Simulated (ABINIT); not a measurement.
WC:

```
W C
1.0
     1.64035   -2.11804    0.00000
     1.64035    2.11804    0.00000
     0.00000    0.00000    4.30942
W C
1 1
Direct
  0.50000 0.50000 0.50000
  0.00000 0.00000 0.00000
```

The cell was built by a generator and needn't be a form met in nature.

```yaml
Program: ABINIT 10.8.3 (patched build)
Task: single point
Functional: PBE
Potentials_or_basis: JTH PAW PBE v2.0
Cutoff: 517 eV
k_mesh: 10 × 10 × 6
Occupations: fermi-dirac, width 0.05 eV
Spin: no spin polarisation
```

On this cell: pressure -32.3 GPa; largest force under 0.003 eV/Å; band gap on the k mesh none (metal or under the smearing width).

The same run follows on a disturbed copy (atoms moved at random, drawn with an rms of 0.05 Å):

```
W C
1.0
     1.64035   -2.11804    0.00000
     1.64035    2.11804    0.00000
     0.00000    0.00000    4.30942
W C
1 1
Direct
  0.51482 0.52270 0.49389
  0.99651 0.00720 0.99038
```

Question: What does the disturbed cell give?

Answer: The energy (extrapolated to zero smearing) moves by -3.3 meV/atom; pressure -32.3 GPa; largest force 0.226 eV/Å; band gap on the k mesh none (metal or under the smearing width).

Forces on the atoms (eV/Å):
```
W    0.189 -0.017  0.122
C   -0.189  0.017 -0.122
```

Stress tensor (GPa, compression positive):
```
-35.21   0.00   0.02
  0.00  -2.62   0.00
  0.02   0.00 -58.94
```

The energy falls, though the first cell shows no forces: that form is unstable against this distortion, unless noise or another electronic state is at work.

Caveats: a pressure of tens of GPa on the cell as given is suspect, and the run, the potentials or the cell itself is likely at fault (some runs); the cell as given lies far from equilibrium (some runs).
